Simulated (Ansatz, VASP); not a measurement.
## SnO: VASP beside Ansatz

```
Sn O
1.0
     3.35500    0.00000    0.00000
     0.00000    5.67410    0.00000
     0.00000    0.00000    4.22197
Sn O
2 2
Direct
  0.50000 0.76809 0.01314
  0.00000 0.23191 0.51314
  0.50000 0.10875 0.23686
  0.00000 0.89125 0.73686
```

The cell comes from a database or a generator and needn't be the stable form of this composition.

Alike in both runs: task single point; functional PBEsol; k mesh 8 × 5 × 6; occupations fermi-dirac, width 0.02 eV; no spin polarisation.

|  | VASP | Ansatz |
| --- | --- | --- |
| version | VASP 6.6.1 | Ansatz 0.2.0 |
| potentials or method | VASP PAW PBE potentials, release 64 (Sn_d, O) | scalar-relativistic, plane waves, PAW |
| plane-wave cutoff (eV) | 520 | 600 |
| valence electrons in the cell | 40 | 40 |

Ansatz gave:

- rms of the force components (eV/Å): 0.189

Question: Which values does VASP return?

Answer: rms of the force components (eV/Å): 0.156.

Atom by atom the forces differ by 0.035 eV/Å (rms over components).

Caveats: the PAW data sets were made with another functional, which shifts forces and pressure a little (VASP). A k mesh can miss the band edges.
